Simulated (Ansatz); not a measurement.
All numbers below come from DFT PBE, scalar-relativistic, plane waves, PAW in Ansatz. All cells share a 420 eV cutoff and Γ-centred k meshes spaced at most about 0.3 Å⁻¹ (about 0.25 or finer for metals, 2π included). No spin polarisation.

All energies are static (0 K, no zero-point motion).

Two forms of Si5C3 were relaxed alike.

1.

```
Si C
1.0
     3.21209    0.00000    0.00000
     0.00000    3.21209    0.00000
     0.00000    0.00000    9.57885
Si C
5 3
Cartesian
  1.6060 0.0000 3.7263
  0.0000 1.6060 1.6211
  1.6060 0.0000 7.9578
  0.0000 1.6060 5.8525
  0.0000 0.0000 0.0000
  1.6060 1.6060 2.6610
  1.6060 1.6060 6.9178
  0.0000 0.0000 4.7894
```

2.

```
Si C
1.0
     3.17578    0.00000    0.00000
    -1.58789    2.75030    0.00000
     0.00000    0.00000   11.21182
Si C
5 3
Cartesian
  0.0000 0.0000 0.3132
  0.0000 1.8335 2.8107
  1.5879 0.9168 5.3264
  0.0000 1.8335 7.8491
  0.0000 1.8335 10.2155
  0.0000 0.0000 2.2139
  0.0000 1.8335 4.7134
  1.5879 0.9168 7.2453
```

Problem. Which would you expect to be lower, and how large is the difference?

Solution. Cell 1 is lower, by 24 meV/atom. Cell 1 has Si and C ordered on diamond sites, space group P-4m2 (No. 115), 12.4 Å³/atom and no gap on its mesh; cell 2 has space group P3m1 (No. 156), 12.2 Å³/atom and no gap. Counting C atoms around Si (those within 1.25 times the shortest such distance or 1.15 times the sum of covalent radii; the shortest distance is added where it is long for a bond; a slash parts the counts of unlike sites), cell 1 has Si 2/4/8 from 3.5 Å and cell 2 has Si 1/3/4/6 from 3.5 Å. Cell 1 and cell 2 both hold Si–Si nets. Even the lower one lies +0.09 eV/atom against the reference forms of the elements (uncorrected), so neither is stable at this level. In cell 1, around Si on a site of symmetry 2mm lie 4 C at 1.93 Å; Si on a second site of symmetry 2mm has 2 C at 1.91 Å and 2 Si at 2.28 Å; around C on a site of symmetry 2mm lie 4 Si at 1.91–1.93 Å; 2 more sites not described. In cell 2, Si on its first site is surrounded by 1 C at 1.90 Å and 3 Si at 2.25 Å; Si on its second site is surrounded by 4 C at 1.90–1.93 Å; C on its first site is surrounded by 4 Si at 1.90–1.93 Å; 5 more sites not described. Both come from invented guesses.

The k mesh leaves some 4 meV/atom of noise in the energy of each metallic cell. Cells relaxed within their symmetry can be saddle points.
